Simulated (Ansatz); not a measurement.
Runs of Ansatz 0.2.0 on CuO. It takes space group P4/nmm (No. 129, tetragonal). The conventional cell has a = 3.175 Å, b = 3.175 Å, c = 4.650 Å, α = 90.00°, β = 90.00°, γ = 90.00°. Around Cu (site symmetry -4m2) lie 4 O at 2.02 Å and 4 Cu at 2.25 Å. O (site symmetry 4mm) has 4 Cu at 2.02 Å as nearest neighbours. The cell was built by a generator and needn't be a form met in nature.

| task | level | cutoff (eV) | points for each segment of the path | gap on the mesh (eV) | pressure (GPa) | largest force (eV/Å) |
| --- | --- | --- | --- | --- | --- | --- |
| band structure | HSE06 | 420 | 4 | none | 11.0 | 1.81 |
| band structure | PBEsol | 420 | 14 | none | (b) | 1.31 |
| band structure | BLYP | 420 | 14 | none | 22.4 | 0.60 |
| band structure | LDA | 420 | 14 | none | 3.9 | 1.69 |
| single point | PBE0 | 420 | - | none | 10.8 | (a) |
| band structure | r2SCAN | 500 | 14 | none | 10.3 | 1.46 |
| band structure | revPBE | 420 | 14 | none | 20.3 | 0.74 |
| band structure | RPBE | 420 | 14 | none | 21.5 | 0.67 |
| single point | r2SCAN0 | 500 | - | none | 7.0 | 2.17 |

Alike in all rows: potentials or basis Ansatz PAW; no spin polarisation; cell as given; k mesh 5 × 5 × 4; smearing fermi-dirac 0.05 eV; the mesh is coarse, so values aren't converged.

Problem. Fill in the values left out.

Solution. (a) 1.87; (b) 9.9.

Caveats: all runs use coarse meshes; the run has no spin polarisation, though such a crystal can be magnetic; the PAW data sets come from PBE, with cores solved anew for the run's functional, which leaves a small shift of forces and pressure; forces of over 1 eV/Å show positions far from the minimum, so gaps and moduli don't describe the material at rest (some runs); semilocal functionals often make such compounds metallic where correlation or magnetic order opens a gap, which also shifts bond lengths (some runs); the thresholds are loose for stress (some runs).

A gap of «none» marks a metal or a gap under the smearing width.

Runs at the PBE level aren't shown here.
